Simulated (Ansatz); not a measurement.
# PbSe: the cost of one run

Computed with Ansatz 0.2.0 (reference: DFT, PBE, plane waves, PAW, unless a step's input says otherwise).

8 further runs of the same task are left out: 1 for a known fault of the program, 7 that didn't finish.

### Step 1. The starting structure

The structure is cubic, space group Pm-3m (No. 221). The conventional cell has a = 3.768 Å, b = 3.768 Å, c = 3.768 Å, α = 90.00°, β = 90.00°, γ = 90.00°. Around Pb (site symmetry m-3m) lie 8 Se at 3.26 Å. Se (site symmetry m-3m) is surrounded by 8 Pb at 3.26 Å.

Coordinates:

```
CELL_PARAMETERS angstrom
3.76816 0.00000 0.00000
0.00000 3.76816 0.00000
0.00000 0.00000 3.76816
ATOMIC_POSITIONS crystal
Pb 0.00000 0.00000 0.00000
Se 0.50000 0.50000 0.50000
```

### Step 2. Reference

input.yaml reads:

```yaml
crystal:
  lattice:
    - [3.7681579152, 0.0, 0.0]
    - [0.0, 3.7681579152, 0.0]
    - [0.0, 0.0, 3.7681579152]
  atoms:
    - { symbol: Pb, position: [0.0, 0.0, 0.0] }
    - { symbol: Se, position: [0.5, 0.5, 0.5] }
kpoints:
  mp_grid: { grid: [6, 6, 6] }
hamiltonian:
  xc: pbe
scf:
  occupations: { method: fermi_dirac, width: 0.02 }
  n_extra_bands: 4
output:
  forces: true
  stress: true
  eigenvalues: true
```

On the command line:

```console
$ ansatz run input.yaml --threads 4 --pin off --max-ram 3686MiB --backend cpu --events-out ev --progress --plain --runs-dir out
```

Q: Estimate wall time and peak memory on 4 threads of an x86-64 CPU, shared host.

About 1.5 s, with a peak of 0.36 GiB.
